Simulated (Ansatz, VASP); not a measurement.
HfO2 in VASP and in Ansatz

```
Hf O
1.0
     5.32183    0.00000    0.00000
     0.00000    5.10292    0.00000
     0.00000    0.00000    5.13139
Hf O
4 8
Direct
  0.96699 0.73252 0.74144
  0.53301 0.73252 0.24144
  0.46699 0.26748 0.74144
  0.03301 0.26748 0.24144
  0.63213 0.92865 0.87927
  0.86787 0.92865 0.37927
  0.23395 0.53988 0.49229
  0.26605 0.53988 0.99229
  0.76605 0.46012 0.99229
  0.73395 0.46012 0.49229
  0.13213 0.07135 0.87927
  0.36787 0.07135 0.37927
```

Change from the starting cell: volume scaled by 1.06.

Alike in both runs: task single point; functional PBE; k mesh 5 × 6 × 5; occupations fermi-dirac, width 0.05 eV; no spin polarisation.

|  | VASP | Ansatz |
| --- | --- | --- |
| version | VASP 6.6.1 | Ansatz 0.2.0 |
| potentials or method | VASP PAW PBE potentials, release 64 (Hf_pv, O) | Ansatz PAW |
| plane-wave cutoff (eV) | 520 | 420 |
| valence electrons in the cell | 88 | 152 |

Ansatz gave:

```
gap on the k mesh at the Fermi level (eV)       : 4.28
least direct gap on the mesh (eV)               : 4.48
pressure (GPa)                                  : -4.8
largest component of the traceless stress (GPa) : 0.44
rms of the force components (eV/Å)              : 0.068
```

Problem. Estimate VASP's values.

Solution. gap on the k mesh at the Fermi level (eV): 4.23; least direct gap on the mesh (eV): 4.44; pressure (GPa): -7.8; largest component of the traceless stress (GPa): 0.46; rms of the force components (eV/Å): 0.085.

Atom by atom the forces differ by 0.025 eV/Å (rms over components). The two sets of potentials don't hold the same shells in valence.

Caveats: spin-orbit coupling is left out, which moves the levels of the heavy elements; an odd mesh through Γ misses points on the zone boundary, where band edges often lie (VASP); odd divisions of the mesh miss points on the zone boundary, where band edges often lie, so the gap on the mesh can be too wide (Ansatz); the pressure holds a Pulay correction of +0.8 GPa for the finite cutoff (Ansatz).
